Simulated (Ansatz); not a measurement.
Run this with Ansatz's Python interface and show what comes out.

The script, `mno.py`:
```python
from dataclasses import replace

import ansatz as az

cell = (
    az.Lattice.of((3.467946, 0.0, 0.0), (0.0, 5.866291, 0.0), (0.0, 0.0, 5.47316))
    .atom("Mn", (0.5, 0.325049, 0.497657))
    .atom("Mn", (0.5, 0.674951, 0.997657))
    .atom("Mn", (0.0, 0.825047, 0.49765))
    .atom("Mn", (0.0, 0.174953, 0.99765))
    .atom("O", (0.0, 0.837665, 0.115913))
    .atom("O", (0.5, 0.33766, 0.115919))
    .atom("O", (0.5, 0.66234, 0.615919))
    .atom("O", (0.0, 0.162335, 0.615913))
    .moments(Mn=2.8)
)

calc = (
    cell.calculation()
    .kpoints(spacing=0.29)
    .occupations("methfessel_paxton", width=0.15)
    .spin("collinear")
    .functional("PBEsol")
)
for repeats in [(1, 1, 1), (2, 1, 1), (2, 2, 1), (2, 2, 2)]:
    told = replace(calc, crystal=cell.supercell(*repeats)).session().plan(dry_run=True).describe()
    print(repeats, "bands", told.n_bands, "plane waves", tuple(told.n_pw_range), "k-points", len(told.kweights), "grid", tuple(told.fft_dense), "symmetry operations", told.n_sym_ops)
```

```console
$ python mno.py
DeckWarning: the atoms were moved onto the symmetric positions of the space group found under crystal.symmetry.tolerance 1.0e-5 (fractional; no operation is sought that the atoms, as they stand in a [...]
DeckWarning: basis.ecutwfc = 420 eV, auto-derived from the records' recommended cutoffs: set by Mn (normal level)
(1, 1, 1) bands 58 plane waves (2152, 2192) k-points 36 grid (24, 40, 40) symmetry operations 8
(2, 1, 1) bands 115 plane waves (4340, 4384) k-points 27 grid (48, 40, 40) symmetry operations 16
(2, 2, 1) bands 229 plane waves (8680, 8758) k-points 18 grid (48, 80, 40) symmetry operations 32
(2, 2, 2) bands 457 plane waves (17372, 17473) k-points 12 grid (48, 80, 75) symmetry operations 64
```
(Warnings from the package without file and line, shortened, repeats left out.)

The structure comes from a database and needn't be a stable phase.
